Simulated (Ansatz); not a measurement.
Born–Oppenheimer molecular dynamics of a periodic cell of 16 atoms, WC (start crystal WC, start structure P-6m2, volume 1.1 times the crystal's). It goes on from the last frame of an earlier run, with new velocities.

Computed with Ansatz, DFT PBE, scalar-relativistic, plane waves, PAW. Settings: PAW set soft_1, cutoff 420 eV, k mesh 2x2x2, fermi-dirac smearing 0.3 eV, no spin polarisation.

| Item | Value |
| --- | --- |
| ensemble | NVT, Langevin thermostat |
| time step | 1.12 fs |
| steps asked | 269 |
| set temperature | 2800 K |
| friction | 0.02 /fs |
| temperature schedule | 202 steps to 300 K, then 67 steps to 300 K |
| seed | 381047 |

Frames 5.6 fs apart, positions in Å, forces in eV/Å.

Velocities at 212.8 fs (Å/ps):

```
W 0.79 3.57 -0.14
C 7.72 -5.88 16.19
W -2.02 4.79 0.46
C -1.68 -0.84 -7.96
W -2.26 2.84 2.25
C 7.73 7.19 12.18
W -2.02 1.87 1.54
C 11.72 -16.35 -14.09
W -1.28 -1.23 -0.40
C 12.33 7.51 -5.40
W 2.69 0.04 0.28
C -19.10 -13.74 -1.07
W -0.59 -1.61 -2.17
C 1.89 -1.55 -9.00
W -3.04 2.88 1.53
C 0.33 -16.67 16.01
```

```xyz
16
Lattice="-2.9868 -5.1733 0.0000 4.4802 -2.5866 0.0000 0.0000 0.0000 5.8458" Properties=species:S:1:pos:R:3:forces:R:3 time_fs=212.8 energy_less_start_eV=-5.547 T=1305
W -0.082 -4.925 -0.185 0.08 1.97 1.32
C 1.350 -3.916 1.339 0.76 -1.02 -0.73
W 0.004 -4.883 2.776 -1.59 0.38 -0.20
C 1.378 -4.128 4.357 0.61 1.87 -1.59
W -1.575 -2.260 -0.211 0.29 0.20 0.70
C -0.131 -1.408 1.378 0.69 -0.21 -1.32
W -1.624 -2.343 2.644 1.02 0.95 2.69
C -0.147 -1.434 4.189 0.88 0.12 0.48
W 1.414 -2.133 -0.128 -0.21 -2.64 -1.16
C 2.915 -1.421 1.338 0.21 0.29 0.06
W 1.434 -2.280 2.714 -0.45 0.09 1.82
C 2.978 -1.339 4.229 -0.66 -1.33 0.05
W -0.001 0.436 -0.060 -1.61 -2.54 -2.33
C -1.558 -4.087 1.389 0.24 0.80 -0.69
W -0.050 0.224 2.768 -0.81 1.59 1.06
C -1.597 -3.969 4.248 0.54 -0.52 -0.17
16
Lattice="-2.9868 -5.1733 0.0000 4.4802 -2.5866 0.0000 0.0000 0.0000 5.8458" Properties=species:S:1:pos:R:3:forces:R:3 time_fs=218.4 energy_less_start_eV=-5.620 T=1274
W -0.077 -4.904 -0.183 0.08 1.17 0.97
C 1.404 -3.954 1.411 0.25 -0.39 -1.81
W -0.007 -4.855 2.776 -1.56 -0.53 0.03
C 1.375 -4.106 4.308 0.69 1.26 -0.85
W -1.587 -2.245 -0.200 0.67 -0.26 0.38
C -0.096 -1.363 1.422 0.34 -0.74 -1.96
W -1.632 -2.337 2.655 1.63 0.45 2.67
C -0.063 -1.515 4.116 -0.52 0.68 1.18
W 1.406 -2.141 -0.130 0.18 -2.48 -0.92
C 2.994 -1.380 1.314 -0.86 0.08 0.38
W 1.447 -2.279 2.717 -0.46 0.25 1.65
C 2.869 -1.414 4.214 0.53 -0.15 0.24
W -0.006 0.425 -0.071 -1.77 -2.69 -1.78
C -1.546 -4.084 1.333 0.20 1.16 0.14
W -0.068 0.242 2.774 -0.09 1.34 1.02
C -1.616 -4.069 4.334 0.69 0.84 -1.33
16
Lattice="-2.9868 -5.1733 0.0000 4.4802 -2.5866 0.0000 0.0000 0.0000 5.8458" Properties=species:S:1:pos:R:3:forces:R:3 time_fs=224.0 energy_less_start_eV=-5.228 T=811
W -0.081 -4.888 -0.179 0.49 0.74 0.57
C 1.454 -4.009 1.427 -0.42 0.50 -2.12
W -0.018 -4.829 2.778 -1.29 -1.05 0.01
C 1.401 -4.034 4.256 0.25 0.18 -0.12
W -1.597 -2.234 -0.187 1.00 -0.60 0.14
C -0.054 -1.330 1.424 -0.08 -0.93 -1.93
W -1.634 -2.332 2.671 2.17 0.20 2.45
C 0.015 -1.571 4.077 -1.95 1.35 1.59
W 1.400 -2.154 -0.132 0.37 -2.33 -0.65
C 3.038 -1.353 1.294 -1.43 0.03 0.62
W 1.460 -2.276 2.724 -0.50 -0.12 0.76
C 2.782 -1.476 4.201 1.88 0.91 0.42
W -0.015 0.414 -0.082 -1.87 -2.68 -1.16
C -1.529 -4.073 1.279 0.06 1.29 0.83
W -0.086 0.266 2.780 0.56 0.80 0.83
C -1.627 -4.135 4.382 0.76 1.71 -2.24
16
Lattice="-2.9868 -5.1733 0.0000 4.4802 -2.5866 0.0000 0.0000 0.0000 5.8458" Properties=species:S:1:pos:R:3:forces:R:3 time_fs=229.6 energy_less_start_eV=-5.134 T=739
W -0.086 -4.868 -0.175 0.79 0.35 0.43
C 1.466 -4.062 1.400 -0.66 1.22 -1.74
W -0.031 -4.808 2.784 -0.99 -1.33 -0.10
C 1.436 -3.951 4.206 -0.23 -0.99 0.47
W -1.606 -2.231 -0.178 1.25 -0.72 -0.07
C -0.009 -1.323 1.387 -0.65 -0.68 -1.25
W -1.636 -2.331 2.689 2.35 0.30 2.07
C 0.046 -1.598 4.094 -2.55 1.84 1.34
W 1.393 -2.171 -0.133 0.63 -2.08 -0.46
C 3.034 -1.343 1.292 -1.36 -0.03 0.54
W 1.466 -2.278 2.731 -0.58 -0.18 0.04
C 2.758 -1.519 4.208 2.48 1.58 0.41
W -0.025 0.402 -0.092 -1.63 -2.34 -0.87
C -1.515 -4.039 1.253 -0.22 0.98 1.00
W -0.102 0.290 2.784 0.99 0.10 0.55
C -1.616 -4.157 4.382 0.39 1.98 -2.36
16
Lattice="-2.9868 -5.1733 0.0000 4.4802 -2.5866 0.0000 0.0000 0.0000 5.8458" Properties=species:S:1:pos:R:3:forces:R:3 time_fs=235.2 energy_less_start_eV=-5.628 T=866
W -0.087 -4.844 -0.168 0.76 -0.07 0.32
C 1.456 -4.080 1.343 -0.55 1.46 -0.86
W -0.047 -4.793 2.791 -0.57 -1.39 -0.33
C 1.471 -3.894 4.175 -0.65 -1.69 0.80
W -1.609 -2.235 -0.174 1.40 -0.55 -0.20
C 0.016 -1.343 1.335 -1.13 -0.19 -0.44
W -1.637 -2.327 2.711 2.17 0.59 1.44
C 0.028 -1.573 4.125 -2.10 1.75 0.88
W 1.385 -2.188 -0.136 1.04 -1.59 -0.51
C 2.996 -1.342 1.309 -0.91 -0.11 0.15
W 1.471 -2.282 2.739 -0.77 0.33 -0.14
C 2.802 -1.509 4.215 1.82 1.49 0.34
W -0.035 0.389 -0.101 -1.10 -1.71 -0.89
C -1.503 -3.986 1.248 -0.60 0.33 0.81
W -0.117 0.317 2.784 1.33 -0.49 0.25
C -1.593 -4.139 4.333 -0.14 1.82 -1.63
16
Lattice="-2.9868 -5.1733 0.0000 4.4802 -2.5866 0.0000 0.0000 0.0000 5.8458" Properties=species:S:1:pos:R:3:forces:R:3 time_fs=240.8 energy_less_start_eV=-6.266 T=1048
W -0.083 -4.818 -0.157 0.35 -0.38 -0.04
C 1.445 -4.052 1.270 -0.46 1.23 0.20
W -0.066 -4.780 2.796 -0.10 -1.34 -0.56
C 1.500 -3.874 4.169 -1.07 -1.63 0.75
W -1.607 -2.236 -0.170 1.32 -0.32 -0.32
C 0.001 -1.376 1.269 -1.20 0.22 0.45
W -1.634 -2.318 2.735 1.80 0.90 0.72
C -0.035 -1.510 4.179 -0.90 1.23 0.17
W 1.380 -2.205 -0.140 1.36 -0.96 -0.65
C 2.937 -1.344 1.318 -0.23 -0.16 -0.13
W 1.474 -2.287 2.748 -1.12 0.99 0.01
C 2.880 -1.458 4.212 0.48 1.01 0.32
W -0.045 0.376 -0.108 -0.76 -1.04 -0.97
C -1.507 -3.942 1.253 -0.77 -0.27 0.57
W -0.129 0.339 2.782 1.38 -0.77 -0.04
C -1.597 -4.085 4.250 -0.08 1.30 -0.47
16
Lattice="-2.9868 -5.1733 0.0000 4.4802 -2.5866 0.0000 0.0000 0.0000 5.8458" Properties=species:S:1:pos:R:3:forces:R:3 time_fs=246.4 energy_less_start_eV=-6.527 T=1053
W -0.074 -4.797 -0.146 -0.20 -0.57 -0.30
C 1.423 -3.988 1.220 -0.24 0.50 0.91
W -0.083 -4.767 2.800 0.18 -1.24 -0.77
C 1.507 -3.896 4.181 -1.38 -0.86 0.53
W -1.605 -2.234 -0.163 0.91 -0.17 -0.19
C -0.031 -1.410 1.243 -0.94 0.56 0.79
W -1.628 -2.308 2.762 1.41 1.38 -0.08
C -0.130 -1.421 4.234 0.51 0.45 -0.32
W 1.373 -2.222 -0.148 1.28 -0.10 -0.62
C 2.874 -1.348 1.319 0.47 -0.12 -0.26
W 1.476 -2.292 2.754 -1.43 1.41 0.17
C 2.943 -1.376 4.206 -0.56 0.27 0.36
W -0.054 0.365 -0.119 -0.68 -0.39 -0.74
C -1.532 -3.906 1.281 -0.67 -0.79 0.13
W -0.137 0.355 2.780 1.21 -0.78 -0.24
C -1.611 -4.005 4.176 0.13 0.45 0.62
16
Lattice="-2.9868 -5.1733 0.0000 4.4802 -2.5866 0.0000 0.0000 0.0000 5.8458" Properties=species:S:1:pos:R:3:forces:R:3 time_fs=252.0 energy_less_start_eV=-6.338 T=805
W -0.063 -4.783 -0.134 -0.75 -0.75 -0.43
C 1.400 -3.935 1.192 -0.03 -0.23 1.43
W -0.096 -4.756 2.804 0.25 -1.17 -0.87
C 1.483 -3.938 4.211 -1.27 0.03 0.16
W -1.600 -2.230 -0.150 0.28 -0.18 0.00
C -0.083 -1.429 1.253 -0.29 0.69 0.75
W -1.621 -2.295 2.790 1.02 1.87 -0.80
C -0.211 -1.329 4.292 1.44 -0.33 -0.80
W 1.366 -2.239 -0.157 0.98 0.78 -0.38
C 2.825 -1.361 1.319 0.96 0.04 -0.27
W 1.478 -2.301 2.759 -1.63 1.61 0.26
C 2.972 -1.308 4.210 -0.97 -0.41 0.32
W -0.065 0.352 -0.130 -0.68 0.34 -0.24
C -1.568 -3.898 1.326 -0.40 -0.94 -0.34
W -0.144 0.370 2.777 1.01 -0.69 -0.19
C -1.608 -3.920 4.135 0.09 -0.66 1.41
16
Lattice="-2.9868 -5.1733 0.0000 4.4802 -2.5866 0.0000 0.0000 0.0000 5.8458" Properties=species:S:1:pos:R:3:forces:R:3 time_fs=257.6 energy_less_start_eV=-6.025 T=594
W -0.056 -4.774 -0.124 -1.16 -0.87 -0.41
C 1.369 -3.888 1.204 0.27 -0.96 1.43
W -0.106 -4.750 2.805 0.26 -1.11 -0.87
C 1.424 -3.977 4.248 -0.50 0.69 -0.17
W -1.593 -2.227 -0.134 -0.45 -0.20 0.06
C -0.147 -1.448 1.297 0.57 0.93 0.39
W -1.611 -2.276 2.812 0.48 2.00 -1.15
C -0.254 -1.268 4.334 1.73 -0.91 -1.15
W 1.359 -2.251 -0.166 0.66 1.34 -0.05
C 2.803 -1.382 1.311 1.13 0.27 -0.15
W 1.480 -2.310 2.761 -1.83 1.79 0.33
C 2.975 -1.261 4.225 -0.98 -1.00 0.19
W -0.077 0.345 -0.140 -0.62 0.91 0.35
C -1.589 -3.900 1.365 -0.28 -0.86 -0.68
W -0.149 0.382 2.772 0.89 -0.62 0.02
C -1.588 -3.868 4.123 -0.14 -1.39 1.86
16
Lattice="-2.9868 -5.1733 0.0000 4.4802 -2.5866 0.0000 0.0000 0.0000 5.8458" Properties=species:S:1:pos:R:3:forces:R:3 time_fs=263.2 energy_less_start_eV=-5.858 T=495
W -0.053 -4.767 -0.112 -1.43 -0.96 -0.25
C 1.340 -3.851 1.262 0.56 -1.58 0.79
W -0.114 -4.749 2.808 0.22 -1.12 -0.74
C 1.363 -3.999 4.279 0.47 1.09 -0.42
W -1.580 -2.222 -0.117 -1.07 -0.28 -0.07
C -0.193 -1.471 1.338 1.26 1.23 0.07
W -1.600 -2.257 2.833 -0.10 1.46 -1.17
C -0.261 -1.232 4.335 1.58 -1.40 -1.07
W 1.354 -2.261 -0.174 0.53 1.59 0.32
C 2.821 -1.401 1.298 0.83 0.39 0.04
W 1.482 -2.314 2.765 -1.98 2.05 0.47
C 2.955 -1.226 4.239 -0.73 -1.54 0.08
W -0.088 0.339 -0.147 -0.48 1.26 0.69
C -1.603 -3.933 1.382 -0.20 -0.37 -0.70
W -0.153 0.387 2.768 0.87 -0.54 0.26
C -1.574 -3.861 4.147 -0.33 -1.27 1.70
16
Lattice="-2.9868 -5.1733 0.0000 4.4802 -2.5866 0.0000 0.0000 0.0000 5.8458" Properties=species:S:1:pos:R:3:forces:R:3 time_fs=268.8 energy_less_start_eV=-5.940 T=494
W -0.051 -4.759 -0.100 -1.71 -1.27 -0.13
C 1.328 -3.852 1.322 0.71 -1.57 0.09
W -0.122 -4.746 2.814 0.09 -1.33 -0.63
C 1.297 -3.995 4.289 1.49 1.13 -0.43
W -1.569 -2.216 -0.104 -1.39 -0.39 -0.20
C -0.215 -1.471 1.372 1.60 1.23 -0.27
W -1.587 -2.235 2.850 -0.68 0.48 -0.97
C -0.231 -1.237 4.311 1.19 -1.41 -0.62
W 1.350 -2.269 -0.179 0.58 1.63 0.77
C 2.860 -1.415 1.295 0.23 0.45 0.11
W 1.478 -2.313 2.773 -2.08 2.28 0.50
C 2.910 -1.229 4.248 -0.27 -1.60 0.07
W -0.100 0.335 -0.148 -0.26 1.22 0.67
C -1.622 -3.968 1.380 0.03 0.16 -0.52
W -0.157 0.387 2.767 0.98 -0.49 0.51
C -1.568 -3.891 4.202 -0.51 -0.53 1.04
16
Lattice="-2.9868 -5.1733 0.0000 4.4802 -2.5866 0.0000 0.0000 0.0000 5.8458" Properties=species:S:1:pos:R:3:forces:R:3 time_fs=274.4 energy_less_start_eV=-6.160 T=513
W -0.053 -4.753 -0.089 -1.61 -1.46 -0.23
C 1.333 -3.881 1.377 0.72 -1.12 -0.53
W -0.129 -4.745 2.817 0.06 -1.57 -0.31
C 1.267 -3.955 4.277 1.76 0.54 -0.15
W -1.562 -2.209 -0.093 -1.35 -0.46 -0.36
C -0.212 -1.444 1.382 1.55 0.92 -0.42
W -1.578 -2.214 2.862 -0.93 -0.32 -0.96
C -0.168 -1.262 4.254 0.53 -1.14 0.21
W 1.345 -2.269 -0.186 0.78 1.49 1.30
C 2.901 -1.414 1.304 -0.41 0.47 0.06
W 1.469 -2.312 2.786 -2.07 2.51 0.26
C 2.866 -1.268 4.265 0.20 -1.06 -0.02
W -0.109 0.333 -0.148 -0.01 0.94 0.54
C -1.623 -3.988 1.368 0.09 0.48 -0.27
W -0.160 0.384 2.768 1.21 -0.37 0.61
C -1.571 -3.926 4.267 -0.51 0.15 0.28
```

Of the whole run (301 fs, mean temperature of the second half 916 K): The schedule's set-point averaged 509 K over the second half and the system 916 K, so it lags behind the ramp. A run of 0.3 ps of so small a system gives no equilibrium averages. Limits of this set-up: coarse k mesh.

Run time: 24 min on 1 thread of Arm Neoverse V2 (shared host), peak memory 0.52 GiB.
